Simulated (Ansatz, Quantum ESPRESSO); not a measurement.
# Equation of state of zinc blende GaP

How stiff is zinc blende GaP under hydrostatic load? Each row scales the relaxed cell evenly and relaxes the atoms. The phase is followed to these pressures whether or not it stays the stable one.

Calculated with Ansatz 0.2.0, r2SCAN, PAW files of the set soft_1, cutoff 600 eV, Fermi–Dirac smearing 0.02 eV, k-mesh 9×9×9, no spin polarisation, no spin-orbit coupling.

Reference cell, relaxed at zero pressure with r2SCAN (F-43m): a = 3.8549 Å, b = 3.8549 Å, c = 3.8549 Å, α = 60.00°, β = 60.00°, γ = 60.00°.

```csv
atom,x,y,z
Ga,0.0000,0.0000,0.0000
P,0.7500,0.7500,0.7500
```

```
V (Å³/atom)    V/V0  P (GPa)  E − E0 (meV/atom)
    19.0386  0.9400    6.219               22.3
    19.4437  0.9600    3.919                9.6
    19.8488  0.9800    1.854                2.3
    20.6590  1.0200   −1.664                2.1
    21.4691  1.0600   −4.495               18.0
```

V0 = 20.2539 Å³ an atom, where the residual pressure P0 is 0.000 GPa. **Question.** Fit the Birch–Murnaghan law and give the pressure and the energy at V = 21.0640 Å³ an atom, a row left out above.

With the Eulerian strain f = ½[(V0/V)^(2/3) − 1] and F = (P − P0)/[3f(1 + 2f)^(5/2)], the third-order law is the line F = B0 + (3/2) B0 (B′ − 4) f.

| f | F (GPa) |
| --- | --- |
| 0.02106 | 88.80 |
| 0.01379 | 88.47 |
| 0.00678 | 88.13 |
| −0.00656 | 87.42 |
| −0.01905 | 86.67 |

A straight line through the 5 rows: the means are 0.003204 for f and 87.898 for F, Σ(Δx)² = 0.001034 and ΣΔxΔy = 0.05499, so the slope is 0.05499/0.001034 = 53.164 and the intercept 87.898 − (53.164)(0.003204) = 87.728.

Hence B0 = 87.7 GPa and B′ = 4 + (53.2)/(1.5 × 87.7) = 4.40. For the withheld volume f = −0.01290, F = 87.04 GPa and P = −3.16 GPa. The run itself gives −3.16 GPa, so the estimate misses by 0.00 GPa, a rounding's worth.

Integrating the same law gives E − E0 = (9/2) B0 V0 f²[1 + (B′ − 4) f] + P0(V0 − V), with 1 GPa Å³ = 6.2415 meV: 8.3 meV an atom. The run itself gives 8.3 meV, so the estimate misses by 0.0 meV, a rounding's worth.

The same fit over all rows at other levels or in other programs gives B0 = 85 GPa with PBEsol (Quantum ESPRESSO, PseudoDojo), 90 GPa with LDA (Quantum ESPRESSO, GBRV) and 85 GPa with PBEsol (Ansatz).

[Logs are printed without paths, hosts, clocks, repeated set-up lines and the standing remarks that a program may print on its own settings, such as how far it seeks lower states.]
